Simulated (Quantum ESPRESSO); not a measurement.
Set up this calculation in Quantum ESPRESSO 7.5, as the native input.

```
Task                : projected density of states
Functional          : PBE
Potentials or basis : SSSP 1.3 efficiency PBE
Cutoff              : 748 eV
Density cutoff      : 5987 eV
k mesh              : 9 × 9 × 9
Occupations         : fermi-dirac, width 0.05 eV
Spin                : no spin polarisation
Hubbard terms       : Zr d U = 1 eV
Hubbard projectors  : ortho-atomic
Mixing beta         : 0.3
Most SCF iterations : 120
SCF threshold       : 6e-10 Ry
Dos occupations     : tetrahedra_opt
```

ZrO2:

```
CELL_PARAMETERS angstrom
0.00000 2.54507 2.54507
2.54507 0.00000 2.54507
2.54507 2.54507 0.00000
ATOMIC_POSITIONS crystal
Zr 0.00000 0.00000 0.00000
O 0.75000 0.75000 0.75000
O 0.25000 0.25000 0.25000
```

Measurements of this composition are mostly on another form, of space group No. 14.

The input as run:

pw.in

```
&CONTROL
  calculation = 'scf'
  prefix = 'pwscf'
  outdir = './tmp'
  pseudo_dir = './pseudo'
  tprnfor = .true.
  tstress = .true.
  disk_io = 'low'
/
&SYSTEM
  ibrav = 0
  nat = 3
  ntyp = 2
  ecutwfc = 55
  ecutrho = 440
  nbnd = 22
  occupations = 'smearing'
  smearing = 'fd'
  degauss = 0.00367493
/
&ELECTRONS
  conv_thr = 6d-10
  electron_maxstep = 120
  mixing_beta = 0.3
/
ATOMIC_SPECIES
Zr    91.2240 Zr_pbe_v1.uspp.F.UPF
O     15.9990 O.pbe-n-kjpaw_psl.0.1.UPF
CELL_PARAMETERS angstrom
   0.0000000000    2.5450727058    2.5450727058
   2.5450727058    0.0000000000    2.5450727058
   2.5450727058    2.5450727058    0.0000000000
ATOMIC_POSITIONS angstrom
Zr     0.0000000000    0.0000000000    0.0000000000
O      3.8176090587    3.8176090587    3.8176090587
O      1.2725363529    1.2725363529    1.2725363529
K_POINTS automatic
9 9 9 0 0 0
HUBBARD {ortho-atomic}
U Zr-4d 1.0
```

nscf.in

```
&CONTROL
  calculation = 'nscf'
  prefix = 'pwscf'
  outdir = './tmp'
  pseudo_dir = './pseudo'
  disk_io = 'low'
/
&SYSTEM
  ibrav = 0
  nat = 3
  ntyp = 2
  ecutwfc = 55
  ecutrho = 440
  nbnd = 22
  occupations = 'tetrahedra_opt'
/
&ELECTRONS
  conv_thr = 1d-08
  electron_maxstep = 120
  mixing_beta = 0.3
  startingwfc = 'random'
/
ATOMIC_SPECIES
Zr    91.2240 Zr_pbe_v1.uspp.F.UPF
O     15.9990 O.pbe-n-kjpaw_psl.0.1.UPF
CELL_PARAMETERS angstrom
   0.0000000000    2.5450727058    2.5450727058
   2.5450727058    0.0000000000    2.5450727058
   2.5450727058    2.5450727058    0.0000000000
ATOMIC_POSITIONS angstrom
Zr     0.0000000000    0.0000000000    0.0000000000
O      3.8176090587    3.8176090587    3.8176090587
O      1.2725363529    1.2725363529    1.2725363529
K_POINTS automatic
14 14 14 0 0 0
HUBBARD {ortho-atomic}
U Zr-4d 1.0
```

projwfc.in

```
&PROJWFC
  prefix = 'pwscf'
  outdir = './tmp'
  filpdos = 'p'
  Emin = -2
  Emax = 23
  DeltaE = 0.05
/
```

Potentials or basis: SSSP 1.3 efficiency PBE.

Run with:

```sh
$ OMP_NUM_THREADS=1 pw.x -in pw.in > pw.out
$ OMP_NUM_THREADS=1 pw.x -in nscf.in > nscf.out
$ OMP_NUM_THREADS=1 projwfc.x -in projwfc.in > projwfc.out
```

It gave:

The pressure is 4.4 GPa and the band gap on the k mesh is 3.64 eV, indirect (least direct gap 4.12 eV). The loewdin charges are Zr +1.02; O -0.49 e.

Caveat: an odd mesh through Γ misses points on the zone boundary, where band edges often lie.

Run time: 92 s on 1 thread of Arm Neoverse V1, with other jobs on the host, peak memory 0.18 GiB.
